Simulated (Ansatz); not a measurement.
Crystal: TiO2.

```
CELL_PARAMETERS angstrom
4.59984 0.00000 0.00000
0.00000 4.59984 0.00000
0.00000 0.00000 2.95921
ATOMIC_POSITIONS crystal
Ti 0.00000 0.00000 0.50000
Ti 0.50000 0.50000 0.00000
O 0.30432 0.30432 0.50000
O 0.19568 0.80432 0.00000
O 0.80432 0.19568 0.00000
O 0.69568 0.69568 0.50000
```

The cell is a database's computed one.

| Item | Value |
| --- | --- |
| Program | Ansatz 0.2.0 |
| Task | relaxation of cell and atoms |
| Functional | PBE |
| Potentials or basis | Ansatz PAW |
| Cutoff | 420 eV (not typed: the program's choice for these potentials) |
| k mesh | 6 × 6 × 9 |
| Occupations | fermi-dirac, width 0.05 eV |
| Spin | no spin polarisation |

At the start: volume 10.44 Å³/atom.

Where does the relaxation end?

It ends after 8 steps and the volume is 10.65 Å³/atom (+2.1 %); space group P4_2/mnm (No. 136, to 0.05 Å).

The path:
```csv
step,energy change (eV),largest force (eV/Å),volume (Å³)
1,0.0000,0.0041,62.61
2,-0.0107,0.0693,63.45
3,-0.0110,0.0390,63.81
4,-0.0112,0.0074,63.84
5,-0.0112,0.0016,63.84
6,-0.0176,0.0014,63.84
7,-0.0174,0.0001,63.90
8,-0.0176,0.0000,63.90
```

Final structure:
```yaml
crystal:
  lattice:
    - [4.64332, 0.00000, 0.00000]
    - [0.00000, 4.64332, 0.00000]
    - [0.00000, 0.00000, 2.96386]
  atoms:
    - { symbol: Ti, position: [0.00000, 0.00000, 0.50000] }
    - { symbol: Ti, position: [0.50000, 0.50000, 0.00000] }
    - { symbol: O, position: [0.30513, 0.30513, 0.50000] }
    - { symbol: O, position: [0.19487, 0.80513, 0.00000] }
    - { symbol: O, position: [0.80513, 0.19487, 0.00000] }
    - { symbol: O, position: [0.69487, 0.69487, 0.50000] }
```

Caveat: the plane-wave basis is chosen anew once the cell has moved, so the energies of steps on either side of that aren't comparable; the pressure holds a Pulay correction of +0.7 GPa for the finite cutoff.
